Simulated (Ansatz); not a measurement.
Molecular dynamics on a 1×2×2 supercell (24 atoms) of ZnF₂ (P4_2/mnm), relaxed with r2SCAN. Forces come from r2SCAN in the PAW code Ansatz: constant energy and volume (NVE), velocities drawn at 800 K, steps of 1.5 fs. Computed, non-magnetic; the trajectory is short and the cell small, so nothing here is a converged average.

```yaml
crystal:
  lattice:
    - [4.7033622534, 0.0, 0.0]
    - [0.0, 9.4067245069, 0.0]
    - [0.0, 0.0, 6.2535764996]
  atoms:
    - { symbol: Zn, position: [0.0, 0.0, 0.0] }
    - { symbol: Zn, position: [0.5, 0.25, 0.25] }
    - { symbol: F, position: [0.3031905517, 0.1515952758, 0.0] }
    - { symbol: F, position: [0.1968094483, 0.4015952758, 0.25] }
    - { symbol: F, position: [0.6968094483, 0.3484047242, 0.0] }
    - { symbol: F, position: [0.8031905517, 0.0984047242, 0.25] }
    - { symbol: Zn, position: [0.0, 0.0, 0.5] }
    - { symbol: Zn, position: [0.5, 0.25, 0.75] }
    - { symbol: F, position: [0.3031905517, 0.1515952758, 0.5] }
    - { symbol: F, position: [0.1968094483, 0.4015952758, 0.75] }
    - { symbol: F, position: [0.6968094483, 0.3484047242, 0.5] }
    - { symbol: F, position: [0.8031905517, 0.0984047242, 0.75] }
    - { symbol: Zn, position: [0.0, 0.5, 0.0] }
    - { symbol: Zn, position: [0.5, 0.75, 0.25] }
    - { symbol: F, position: [0.3031905517, 0.6515952758, 0.0] }
    - { symbol: F, position: [0.1968094483, 0.9015952758, 0.25] }
    - { symbol: F, position: [0.6968094483, 0.8484047242, 0.0] }
    - { symbol: F, position: [0.8031905517, 0.5984047242, 0.25] }
    - { symbol: Zn, position: [0.0, 0.5, 0.5] }
    - { symbol: Zn, position: [0.5, 0.75, 0.75] }
    - { symbol: F, position: [0.3031905517, 0.6515952758, 0.5] }
    - { symbol: F, position: [0.1968094483, 0.9015952758, 0.75] }
    - { symbol: F, position: [0.6968094483, 0.8484047242, 0.5] }
    - { symbol: F, position: [0.8031905517, 0.5984047242, 0.75] }
kpoints:
  mp_grid: { grid: [4, 2, 2] }
hamiltonian:
  xc: r2scan
scf:
  occupations: { method: fermi_dirac, width: 0.069 }
md:
  ensemble: nve
  temperature: 800
  timestep: 1.5
  n_steps: 30
  initial_velocities: maxwell_boltzmann
  seed: 4629
```

Run as `ansatz run input.yaml --threads 4 --pin off --max-ram 5529MiB --backend cpu --events-out ev --progress --plain --runs-dir out`.

**Question.** What wall time did it need on 4 threads of Intel(R) Xeon(R) Gold 6455B (Sapphire Rapids), with other jobs on the host, load about 0.3 per core, and what peak of host memory did it reach?

**Answer.** About 3 min, with a peak of 1.8 GiB.

```csv
step,t (fs),T (K),free energy F from step 0 (meV/atom),kinetic energy (meV/atom),largest force (eV/Å)
0,0,800,0.0,99.1,0.00
1,1.5,795,0.6,98.5,0.24
2,3,782,2.3,96.8,0.50
3,4.5,759,5.0,94.1,0.77
4,6,729,8.8,90.3,1.06
5,7.5,691,13.5,85.6,1.36
6,9,648,18.9,80.3,1.65
7,10.5,601,24.7,74.4,1.93
8,12,552,30.8,68.4,2.18
9,13.5,504,36.7,62.4,2.39
10,15,459,42.4,56.8,2.53
11,16.5,418,47.4,51.8,2.61
12,18,383,51.8,47.5,2.60
13,19.5,355,55.3,44.0,2.51
14,21,333,57.9,41.3,2.34
15,22.5,318,59.8,39.4,2.12
16,24,308,61.1,38.1,1.89
17,25.5,301,61.9,37.3,1.75
18,27,297,62.4,36.8,1.61
19,28.5,294,62.7,36.4,1.50
20,30,292,63.0,36.1,1.42
21,31.5,289,63.4,35.8,1.37
22,33,285,63.8,35.4,1.35
23,34.5,281,64.3,34.9,1.34
24,36,277,64.9,34.3,1.35
25,37.5,272,65.4,33.8,1.35
26,39,268,65.9,33.2,1.36
27,40.5,265,66.3,32.8,1.35
28,42,263,66.6,32.6,1.35
29,43.5,263,66.6,32.6,1.33
30,45,265,66.4,32.8,1.31
```

The temperature starts at 800 K, is lowest at step 29 (263 K, 43.5 fs) and ends at 265 K. The atoms start on their lattice sites with kinetic energy alone, so much of it first passes into potential energy. The conserved energy stays within 0.12 meV an atom. By the last step the atoms have moved 0.21 Å in the root mean square, the drift of the whole cell taken out, 0.32 Å at most.

Positions (Å) and forces (eV/Å) at step 30:
```
Zn  -0.025  -0.038   0.036     0.473  -0.729  -0.590
Zn   2.349   2.324   1.611    -0.333   1.021  -0.391
F    1.496   1.217  -0.021     0.273   1.063   0.113
F    1.191   3.982   1.554    -0.534  -0.953  -0.004
F    3.197   3.403   0.021    -0.161  -0.898  -0.232
F    3.635   0.856   1.495     0.801   0.050   0.496
Zn  -0.178   0.118   3.102     0.795  -1.000   0.277
Zn   2.368   2.313   4.701    -0.201   0.166  -0.085
F    1.611   1.186   3.030    -0.508   0.555   0.344
F    0.866   3.700   4.551     0.319  -0.348   0.285
F    3.351   3.252   3.167    -0.138  -0.282  -0.025
F    3.936   1.018   4.797    -0.426   0.142  -0.646
Zn   0.104   4.497  -0.030     0.113   1.163   0.232
Zn   2.375   7.120   1.600    -0.125  -0.802  -0.545
F    1.263   6.173  -0.097     0.670   0.017   0.363
F    0.793   8.310   1.482    -0.152   0.448   0.493
F    3.087   8.153   0.023     0.330  -0.380  -0.082
F    3.834   5.577   1.555    -0.308   0.359  -0.585
Zn  -0.083   4.934   3.154     0.416  -0.378   0.105
Zn   2.278   7.060   4.715     0.212  -0.313   0.034
F    1.700   5.947   3.118    -0.746   0.254   0.119
F    1.120   8.612   4.473    -0.991  -0.024   0.232
F    3.432   7.738   3.142     0.334   1.259   0.065
F    3.865   5.756   4.782    -0.113  -0.390   0.027
```
